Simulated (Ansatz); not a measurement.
## NaCl: energy along a strain

NaCl, Fm-3m, a = 5.663 Å (as given, not relaxed at this level: -0.8 GPa). Ansatz: PBEsol, PAW, 420 eV, Γ-centred 8×8×8 mesh on 2 atoms, Gaussian smearing 0.05 eV; no spin polarisation. Cell vectors (Å): 0.000 2.832 2.832; 2.832 0.000 2.832; 2.832 2.832 0.000. The cell is strained by x per cent times the pattern (0 1 0 0 0 0) in the order xx yy zz yz xz xy (engineering shears), with fractional coordinates held. y is the free energy over the start, V0 = 22.707 Å³/atom.

| x (%) | y (meV/atom) |
| --- | --- |
| -2.00 | -0.79 |
| -1.50 | -0.88 |
| -1.00 | -0.77 |
| -0.50 | -0.47 |
| 0.00 | 0.00 |
| 0.50 | 0.64 |
| 1.00 | 1.42 |
| 1.50 | 2.35 |
| 1.75 | ? |
| 2.00 | 3.41 |

Task: Fit y = c1 x + c2 x² + c3 x³ to the other rows, get the stiffness along the pattern, and predict the missing energy.

Result: Least squares on the rows shown. y = 1.111 x + 0.3272 x² − 0.01529 x³. The clamped-ion stiffness p·C·p = 2 × 3.272 eV × 160.2 / 22.707 Å³ = 46 GPa, which is C22 in these axes (C11 of the cubic crystal) (second derivative at the start, which stands under stress). At x = 1.75 the fit asked for gives 2.86 meV/atom. The run gave 2.86 meV/atom, the same to the digits shown.